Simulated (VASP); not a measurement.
# BaS (Fm-3m) in VASP: notebook, part 2 of 2

VASP 6.6.1. Earlier steps stand in the parts before.

## 3. Single point, PBE

File INCAR:

```
SYSTEM = BaS
PREC = Accurate
ENCUT = 520
EDIFF = 1E-7
ISMEAR = -1
SIGMA = 0.05
LREAL = .False.
LASPH = .True.
NELM = 60
ALGO = Normal
ISIF = 2
LWAVE = .False.
LCHARG = .False.
GGA = PE
NBANDS = 15
```

File KPOINTS:

```
Automatic mesh
0
Gamma
  7 7 7
  0 0 0
```

File POSCAR:

```
BaS
1.0
    0.0000000000      3.1937500000      3.1937500000
    3.1937500000      0.0000000000      3.1937500000
    3.1937500000      3.1937500000      0.0000000000
Ba S
1 1
Direct
    0.0000000000      0.0000000000      0.0000000000
    0.5000000000      0.5000000000      0.5000000000
```

Potentials or basis: VASP PAW PBE potentials, release 64 (Ba_sv, S).

Run with:

```sh
> cat potpaw_PBE.64/Ba_sv/POTCAR potpaw_PBE.64/S/POTCAR > POTCAR
> mpirun -np 1 vasp_std > vasp.out
```

OUTCAR:

```text
SYSTEM = BaS
   PREC = Accurate
   ENCUT = 520
   EDIFF = 1E-7
   ISMEAR = -1
   LREAL = .False.
   LASPH = .True.
   NELM = 60
   ISIF = 2
   GGA = PE

 ion  position               nearest neighbor table
   1  0.000  0.000  0.000-   2 3.19   2 3.19   2 3.19   2 3.19   2 3.19   2 3.19
   2  0.500  0.500  0.500-   1 3.19   1 3.19   1 3.19   1 3.19   1 3.19   1 3.19

  LATTYP: Found a face centered cubic cell.
 ALAT       =     6.3875000000

  Lattice vectors:

 A1 = (   0.0000000000,   3.1937500000,   3.1937500000)
 A2 = (   3.1937500000,   0.0000000000,   3.1937500000)
 A3 = (   3.1937500000,   3.1937500000,   0.0000000000)

Analysis of symmetry for initial positions (statically):
=====================================================================
 Subroutine PRICEL returns:
 Original cell was already a primitive cell.

 Routine SETGRP: Setting up the symmetry group for a
 face centered cubic supercell.

 Subroutine GETGRP returns: Found 48 space group operations
 (whereof 48 operations were pure point group operations)
 out of a pool of 48 trial point group operations.

The static configuration has the point symmetry O_h .

Analysis of symmetry for dynamics (positions and initial velocities):
=====================================================================
 Subroutine PRICEL returns:
 Original cell was already a primitive cell.

 Routine SETGRP: Setting up the symmetry group for a
 face centered cubic supercell.

 Subroutine GETGRP returns: Found 48 space group operations
 (whereof 48 operations were pure point group operations)
 out of a pool of 48 trial point group operations.

The dynamic configuration has the point symmetry O_h .

 Subroutine INISYM returns: Found 48 space group operations
 (whereof 48 operations are pure point group operations),
 and found     1 'primitive' translations

----------------------------------------------------------------------------------------

                                     Primitive cell
[... 115 lines left out ...]
   LEPSILON=     F    determine dielectric tensor
   LRPA    =     F    only Hartree local field effects (RPA)
 non-spin polarized calculation
  energy-cutoff  :      520.00
  volume of cell :       65.15
 maximum number of plane-waves:      1807
 NGX is ok and might be reduce to    36
   NGX = 17   NGY = 17   NGZ = 17

 number of electron      16.0000001 magnetization

 Free energy of the ion-electron system (eV)
  ---------------------------------------------------
  ext. energy  EPLUGINS =         0.00000000
  ---------------------------------------------------
  free energy    TOTEN  =       -10.18472075 eV

  energy without entropy =      -10.18472075  energy(sigma->0) =      -10.18472075

 E-fermi :   2.4910     XC(G=0):  -8.6258

 val. band max:        1.4538157211   @ k =   0.0000   0.0000   0.0000
 cond. band min:       3.6204925867   @ k =   0.4286   0.4286   0.0000
 fundamental gap:      2.1666768656
 Fermi energy:         2.4909927882

 k-point     1 :       0.0000    0.0000    0.0000
  band No.  band energies     occupation
      1     -24.6207      2.00000
      2      -9.6763      2.00000
      3      -9.6763      2.00000
      4      -9.6763      2.00000
      5      -8.9066      2.00000
      6       1.4538      2.00000
      7       1.4538      2.00000
      8       1.4538      2.00000
      9       5.0535      0.00000
     10       5.3225      0.00000
     11       5.3225      0.00000
     12       5.3225      0.00000
     13       6.2482      0.00000
     14       6.2482      0.00000
[... 329 lines left out ...]
      2     -10.3132      2.00000
      3     -10.0371      2.00000
      4      -9.8909      2.00000
      5      -8.2358      2.00000
      6       0.3128      2.00000
      7       0.8650      2.00000
      8       0.9348      2.00000
      9       5.3864      0.00000
     10       6.2993      0.00000
     11       7.8671      0.00000
     12       8.5366      0.00000
     13       8.6793      0.00000
     14      10.6185      0.00000
     15      11.6462      0.00000

------------------------ aborting loop because EDIFF is reached ----------------------------------------

  FORCE on cell =-STRESS in cart. coord.  units (eV):
  Direction    XX          YY          ZZ          XY          YZ          ZX
  --------------------------------------------------------------------------------------
  -------------------------------------------------------------------------------------
  Total        0.5803413      0.5803413      0.5803413      0.0000000      0.0000000     -0.0000000
  in kB       14.2712268     14.2712268     14.2712268      0.0000000      0.0000000     -0.0000000
  external PRESSURE =      14.2712268 kB  Pullay stress =       0.0000000 kB

 VOLUME and BASIS-vectors are now :
 -----------------------------------------------------------------------------
  energy-cutoff  :      520.00
  volume of cell :       65.15
      direct lattice vectors                 reciprocal lattice vectors
     0.000000000  3.193750000  3.193750000    -0.156555773  0.156555773  0.156555773
     3.193750000  0.000000000  3.193750000     0.156555773 -0.156555773  0.156555773
     3.193750000  3.193750000  0.000000000     0.156555773  0.156555773 -0.156555773

 POSITION                                       TOTAL-FORCE (eV/Angst)
 -----------------------------------------------------------------------------------
      0.00000      0.00000      0.00000        -0.000000     -0.000000     -0.000000
      3.19375      3.19375      3.19375         0.000000      0.000000      0.000000
 -----------------------------------------------------------------------------------
    total drift:                                0.000000      0.000000      0.000000

  FREE ENERGIE OF THE ION-ELECTRON SYSTEM (eV)
  ---------------------------------------------------
  free  energy   TOTEN  =       -10.1847207470 eV

  energy  without entropy=      -10.1847207470  energy(sigma->0) =      -10.18472075
```

OSZICAR:

```text
N       E                     dE             d eps       ncg     rms          rms(c)
DAV:   1     0.798866919164E+02    0.79887E+02   -0.67914E+03   600   0.926E+02
DAV:   2    -0.615076514189E+01   -0.86037E+02   -0.77516E+02   834   0.167E+02
DAV:   3    -0.105863631492E+02   -0.44356E+01   -0.44023E+01   807   0.402E+01
DAV:   4    -0.106638343663E+02   -0.77471E-01   -0.77452E-01   754   0.533E+00
DAV:   5    -0.106658536091E+02   -0.20192E-02   -0.20192E-02   829   0.677E-01    0.481E+00
DAV:   6    -0.101673598438E+02    0.49849E+00   -0.68008E-01   691   0.495E+00    0.330E+00
DAV:   7    -0.101695128255E+02   -0.21530E-02   -0.18721E-01   748   0.243E+00    0.212E+00
DAV:   8    -0.101833846558E+02   -0.13872E-01   -0.24737E-02   684   0.114E+00    0.202E-01
DAV:   9    -0.101837831670E+02   -0.39851E-03   -0.32493E-03   782   0.414E-01    0.147E-01
DAV:  10    -0.101846332709E+02   -0.85010E-03   -0.98861E-04   628   0.212E-01    0.378E-02
DAV:  11    -0.101847179042E+02   -0.84633E-04   -0.11170E-04   740   0.640E-02    0.124E-02
DAV:  12    -0.101847207878E+02   -0.28836E-05   -0.61209E-06   691   0.162E-02    0.337E-03
DAV:  13    -0.101847207470E+02    0.40769E-07   -0.25959E-07   768   0.318E-03
   1 F= -.10184721E+02 E0= -.10184721E+02  d E =-.469527E-10
```

It took 14 s on 1 thread of Intel Xeon Platinum 8488C (Sapphire Rapids), shared host; peak memory 0.2 GiB.

Results:

```
Free energy            : -10.1847 eV
Pressure               : 1.4 GPa
Band gap on the k mesh : 2.17 eV, indirect (least direct gap 2.31 eV)
```

Caveat: spin-orbit coupling is left out, which moves the levels of the heavy elements; an odd mesh through Γ misses points on the zone boundary, where band edges often lie.

## 4. Single point, PBE (atoms moved at random, drawn with an rms of 0.05 Å)

File INCAR:

```
PREC = Accurate ; ENCUT = 520
EDIFF = 1E-7 ; ISMEAR = -1
SIGMA = 0.05 ; LREAL = F
LASPH = T ; NELM = 80
ALGO = Normal ; ISIF = 2
LWAVE = F ; LCHARG = T
GGA = PE ; LELF = T
LVHAR = T ; NBANDS = 15
```

File KPOINTS:

```
regular mesh
0
Gamma
  7 7 7
```

File POSCAR:

```
BaS
1.0
    0.0000000000      3.1937500000      3.1937500000
    3.1937500000      0.0000000000      3.1937500000
    3.1937500000      3.1937500000      0.0000000000
Ba S
1 1
Direct
   -0.0008700000      0.0093810000      0.0064900000
    0.5034260000      0.4980180000      0.4999670000
```

Potentials or basis: VASP PAW PBE potentials, release 64 (Ba_sv, S).

Run with:

```sh
> cat potpaw_PBE.64/Ba_sv/POTCAR potpaw_PBE.64/S/POTCAR > POTCAR
> mpirun -np 1 vasp_std > vasp.out
```

OUTCAR:

```text
PREC = Accurate
   ENCUT = 520
   EDIFF = 1E-7
   ISMEAR = -1
   LREAL = F
   LASPH = T
   NELM = 80
   ISIF = 2
   GGA = PE

 ion  position               nearest neighbor table
   1  0.999  0.009  0.006-   2 3.14   2 3.17   2 3.19   2 3.20   2 3.22   2 3.25
   2  0.503  0.498  0.500-   1 3.14   1 3.17   1 3.19   1 3.20   1 3.22   1 3.25

  LATTYP: Found a face centered cubic cell.
 ALAT       =     6.3875000000

  Lattice vectors:

 A1 = (   0.0000000000,   3.1937500000,   3.1937500000)
 A2 = (   3.1937500000,   0.0000000000,   3.1937500000)
 A3 = (   3.1937500000,   3.1937500000,   0.0000000000)

Analysis of symmetry for initial positions (statically):
=====================================================================
 Subroutine PRICEL returns:
 Original cell was already a primitive cell.

 Routine SETGRP: Setting up the symmetry group for a
 face centered cubic supercell.

 Subroutine GETGRP returns: Found  1 space group operations
 (whereof  1 operations were pure point group operations)
 out of a pool of 48 trial point group operations.

The static configuration has the point symmetry C_1 .

Analysis of symmetry for dynamics (positions and initial velocities):
=====================================================================
 Subroutine PRICEL returns:
 Original cell was already a primitive cell.

 Routine SETGRP: Setting up the symmetry group for a
 face centered cubic supercell.

 Subroutine GETGRP returns: Found  1 space group operations
 (whereof  1 operations were pure point group operations)
 out of a pool of 48 trial point group operations.

The dynamic configuration has the point symmetry C_1 .

 Subroutine INISYM returns: Found  1 space group operations
 (whereof  1 operations are pure point group operations),
 and found     1 'primitive' translations

----------------------------------------------------------------------------------------

                                     Primitive cell

  volume of cell :      65.1527

  direct lattice vectors                    reciprocal lattice vectors
[... 146 lines left out ...]
  volume of cell :       65.15
 maximum number of plane-waves:      1807
 NGX is ok and might be reduce to    36
   NGX = 17   NGY = 17   NGZ = 17

 number of electron      16.0000000 magnetization

 Free energy of the ion-electron system (eV)
  ---------------------------------------------------
  ext. energy  EPLUGINS =         0.00000000
  ---------------------------------------------------
  free energy    TOTEN  =       -10.18067599 eV

  energy without entropy =      -10.18067599  energy(sigma->0) =      -10.18067599

 E-fermi :   2.4900     XC(G=0):  -8.6252

 val. band max:        1.4475956674   @ k =   0.0000   0.0000   0.0000
 cond. band min:       3.6233046523   @ k =   0.0000   0.4286   0.4286
 fundamental gap:      2.1757089849
 Fermi energy:         2.4900295803

 k-point     1 :       0.0000    0.0000    0.0000
  band No.  band energies     occupation
      1     -24.6194      2.00000
      2      -9.6821      2.00000
      3      -9.6755      2.00000
      4      -9.6751      2.00000
      5      -8.9017      2.00000
      6       1.4464      2.00000
      7       1.4465      2.00000
      8       1.4476      2.00000
      9       5.0518      0.00000
     10       5.3230      0.00000
     11       5.3310      0.00000
     12       5.3336      0.00000
     13       6.2510      0.00000
     14       6.2620      0.00000
[... 689 lines left out ...]
      2     -10.6382      2.00000
      3      -9.7632      2.00000
      4      -9.7511      2.00000
      5      -7.9123      2.00000
      6      -0.1144      2.00000
      7       0.5405      2.00000
      8       0.6885      2.00000
      9       5.4342      0.00000
     10       7.4069      0.00000
     11       7.6804      0.00000
     12       7.8217      0.00000
     13       8.5939      0.00000
     14       9.7942      0.00000
     15      11.1203      0.00000

 [... further k-points ...]

------------------------ aborting loop because EDIFF is reached ----------------------------------------

  FORCE on cell =-STRESS in cart. coord.  units (eV):
  Direction    XX          YY          ZZ          XY          YZ          ZX
  --------------------------------------------------------------------------------------
  -------------------------------------------------------------------------------------
  Total        0.6342468      0.5729834      0.5817303     -0.0014672     -0.0005781     -0.0046971
  in kB       15.5968210     14.0902876     14.3053835     -0.0360798     -0.0142157     -0.1155057
  external PRESSURE =      14.6641640 kB  Pullay stress =       0.0000000 kB

 VOLUME and BASIS-vectors are now :
 -----------------------------------------------------------------------------
  energy-cutoff  :      520.00
  volume of cell :       65.15
      direct lattice vectors                 reciprocal lattice vectors
     0.000000000  3.193750000  3.193750000    -0.156555773  0.156555773  0.156555773
     3.193750000  0.000000000  3.193750000     0.156555773 -0.156555773  0.156555773
     3.193750000  3.193750000  0.000000000     0.156555773  0.156555773 -0.156555773

 POSITION                                       TOTAL-FORCE (eV/Angst)
 -----------------------------------------------------------------------------------
      0.05069      3.21170      3.22093        -0.121870     -0.014887     -0.047389
      3.18731      3.20459      3.19836         0.121870      0.014887      0.047389
 -----------------------------------------------------------------------------------
    total drift:                                0.000127     -0.000052      0.000034

  FREE ENERGIE OF THE ION-ELECTRON SYSTEM (eV)
  ---------------------------------------------------
  free  energy   TOTEN  =       -10.1806759913 eV

  energy  without entropy=      -10.1806759913  energy(sigma->0) =      -10.18067599
```

OSZICAR:

```text
N       E                     dE             d eps       ncg     rms          rms(c)
DAV:   1     0.822136817750E+02    0.82214E+02   -0.68133E+03  5160   0.927E+02
DAV:   2    -0.580065697635E+01   -0.88014E+02   -0.79596E+02  7055   0.168E+02
DAV:   3    -0.105667965044E+02   -0.47661E+01   -0.47323E+01  7298   0.410E+01
DAV:   4    -0.106606939270E+02   -0.93897E-01   -0.93879E-01  6664   0.586E+00
DAV:   5    -0.106629088592E+02   -0.22149E-02   -0.22149E-02  7260   0.740E-01    0.482E+00
DAV:   6    -0.101633344087E+02    0.49957E+00   -0.68049E-01  6154   0.497E+00    0.331E+00
DAV:   7    -0.101654594972E+02   -0.21251E-02   -0.18816E-01  6613   0.243E+00    0.212E+00
DAV:   8    -0.101792407520E+02   -0.13781E-01   -0.24509E-02  6000   0.113E+00    0.201E-01
DAV:   9    -0.101797329781E+02   -0.49223E-03   -0.32760E-03  6980   0.418E-01    0.148E-01
DAV:  10    -0.101805869218E+02   -0.85394E-03   -0.98477E-04  5433   0.211E-01    0.390E-02
DAV:  11    -0.101806731434E+02   -0.86222E-04   -0.11396E-04  6630   0.647E-02    0.126E-02
DAV:  12    -0.101806758730E+02   -0.27296E-05   -0.51213E-06  6084   0.149E-02    0.508E-03
DAV:  13    -0.101806759953E+02   -0.12229E-06   -0.43686E-07  6889   0.405E-03    0.297E-03
DAV:  14    -0.101806759913E+02    0.39034E-08   -0.38505E-08  4894   0.141E-03
   1 F= -.10180676E+02 E0= -.10180676E+02  d E =-.421175E-10
```

stdout:

```text
POSCAR found type information on POSCAR BaS
 POSCAR found :  2 types and       2 ions
 scaLAPACK will be used
 LDA part: xc-table for (Slater+PW92), standard interpolation
 POSCAR, INCAR and KPOINTS ok, starting setup
 FFT: planning ... GRIDC
 FFT: planning ... GRID_SOFT
 FFT: planning ... GRID
 WAVECAR not read
 entering main loop
```

Run time: 2.7 min. Hardware: 1 thread of Intel Xeon Platinum 8488C (Sapphire Rapids), shared host; peak memory 0.32 GiB.

What came out:

- Free energy: -10.1807 eV
- Pressure: 1.5 GPa
- Largest force: 0.132 eV/Å
- Band gap on the k mesh: 2.18 eV, indirect (least direct gap 2.32 eV)

Forces in eV/Å, atoms in the order of the input:
```
Ba  -0.122 -0.015 -0.047
S    0.122  0.015  0.047
```

Stress tensor (GPa, compression positive):
```
 1.56  0.00 -0.01
 0.00  1.41  0.00
-0.01  0.00  1.43
```

Caveat: spin-orbit coupling is left out, which moves the levels of the heavy elements; an odd mesh through Γ misses points on the zone boundary, where band edges often lie.

## 5. Summary

```tsv
level	cell	ladder	gap on the mesh (eV)	pressure (GPa)
PBEsol	as given	free	2.04	-0.5
PBE	as given	-	2.17	1.4
PBE	atoms moved at random, drawn with an rms of 0.05 Å	-	2.18	1.5
```

Alike in all rows: task single point; potentials or basis VASP PAW PBE potentials, release 64 (Ba_sv, S); no spin polarisation; k mesh 7 × 7 × 7; cutoff (eV) 520; smearing fermi-dirac 0.05 eV.

Caveats: spin-orbit coupling is left out, which moves the levels of the heavy elements; an odd mesh through Γ misses points on the zone boundary, where band edges often lie; the PAW data sets were made with another functional, which shifts forces and pressure a little (some runs).

Absolute energies hang on the potentials; compare differences alone.

## 6. Against experiment

Step 2. The gap isn't set beside the deposited one, since this odd mesh misses points on the zone boundary.

Step 3. The gap isn't set beside the deposited one, since this odd mesh misses points on the zone boundary.
